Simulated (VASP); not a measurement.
Here is a VASP 6.6.1 calculation.

The input INCAR:

```
SYSTEM = CdSe
ALGO = Fast
EDIFF = 1E-7
EDIFFG = -0.01
ENCUT = 600
GGA = PE
IBRION = 2
ISIF = 4
ISMEAR = 0
IVDW = 12
LASPH = .True.
LCHARG = .False.
LREAL = .False.
LWAVE = .False.
NELM = 80
NSW = 40
PREC = Accurate
SIGMA = 0.03
```

The input KPOINTS:

```
k-points
0
Gamma
  9 9 4
  0 0 0
```

POSCAR

```
CdSe                                    
1.0
    4.3566829398      0.0000000000      0.0000000000
   -2.1783414699      3.7729981022      0.0000000000
    0.0000000000      0.0000000000      7.1259191074
  Cd              Se            
     2     2
Direct
     0.3333333332999970    0.6666666667000030    0.0049753195880424
     0.6666666667000030    0.3333333332999970    0.5049753195880424
     0.3333333332999970    0.6666666667000030    0.3800246804119556
     0.6666666667000030    0.3333333332999970    0.8800246804119556
```

Potentials or basis: VASP PAW PBE potentials, release 64 (Cd, Se).

Run with:

```sh
$ cat potpaw_PBE.64/Cd/POTCAR potpaw_PBE.64/Se/POTCAR > POTCAR
$ mpirun -np 1 vasp_std > vasp.out
```

Task: Estimate the dispersion energy per atom.

Result: -0.304 eV.

Task: Estimate the band gap on the k mesh.

Result: 0.57 eV, direct.

Final structure:
```
Cd Se
1.0
     4.35668    0.00000    0.00000
    -2.17834    3.77300    0.00000
     0.00000    0.00000    7.12592
Cd Se
2 2
Direct
  0.33333 0.66667 0.00498
  0.66667 0.33333 0.50498
  0.33333 0.66667 0.38002
  0.66667 0.33333 0.88002
```

Caveat: the relaxation stopped at its first step, so nothing moved.
